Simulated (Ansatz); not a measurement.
**What strain does to ZnO (rocksalt)**

ZnO built on the rocksalt prototype, relaxed with r2SCAN in Ansatz. Space group Fm-3m (No. 225), cubic; conventional cell a = 4.268 Å, 9.72 Å³ an atom. Zn has 6 O at 2.13 Å; O has 6 Zn at 2.13 Å.

The axes x, y and z are those of this cell:
```xyz
2
Lattice="0.0000 2.1338 2.1338 2.1338 0.0000 2.1338 2.1338 2.1338 0.0000" Properties=species:S:1:pos:R:3 pbc="T T T"
Zn    0.0000    0.0000    0.0000
O     2.1338    2.1338    2.1338
```

Unstrained: The PBE gap is indirect, 0.950 eV (L to Γ), below the direct gap of 2.350 eV at Γ. r2SCAN gives an indirect gap of 1.567 eV, from L to Γ; the least direct gap is 3.005 eV at Γ. HSE06 gives an indirect gap of 2.739 eV, from L to Γ; the least direct gap is 3.959 eV at Γ. Meshes: PBE 10×10×10, r2SCAN 10×10×10, HSE06 8×8×8. Strains are changes of length per length, and xy shears are angles. After each strain the atoms were relaxed again with r2SCAN within the symmetry that the strain leaves, so tilts or polar shifts that break it weren't tested; points keep the names that they have in the unstrained zone. The calculation is spin-unpolarised, and the structure need not be a phase that has been made.

Changes of the least gap in eV (an overlap counts as a negative gap):
```json
{"strain": "uniaxial -3.5 % along x", "volume change (%)": "-3.5", "space group": "I4/mmm", "PBE": "+0.073", "r2SCAN": "+0.076", "HSE06": "+0.113", "energy rise, r2SCAN (meV/atom)": "11.2"}
{"strain": "biaxial -1.04 % in x and y, z held", "volume change (%)": "-2.1", "space group": "I4/mmm", "PBE": "+0.066", "r2SCAN": "+0.071", "HSE06": "+0.091", "energy rise, r2SCAN (meV/atom)": "2.9"}
{"strain": "xy shear, engineering strain (angle) -4.96 %", "volume change (%)": "-0.1", "space group": "Immm", "PBE": "-0.053", "r2SCAN": "-0.051", "HSE06": "-0.062", "energy rise, r2SCAN (meV/atom)": "7.1"}
```

Uniaxial -3.5 % along x, other directions held. HSE06: the gap goes from 2.739 to 2.852 eV (+0.113 eV). Stress change with r2SCAN, compression positive: xx +11.30, yy +6.14, zz +6.14 GPa.

Biaxial -1.04 % in x and y, z held. HSE06: the gap goes from 2.739 to 2.830 eV (+0.091 eV). Stress change with r2SCAN, compression positive: xx +4.69, yy +4.69, zz +3.39 GPa.

Xy shear, engineering strain (angle) -4.96 %. HSE06: the gap goes from 2.739 to 2.677 eV (-0.062 eV). Stress change with r2SCAN, compression positive: xx +0.16, yy +0.16, zz -0.21, xy +4.75 GPa.

The meshes of the hybrids are coarse, so their gaps aren't converged to the digits shown.
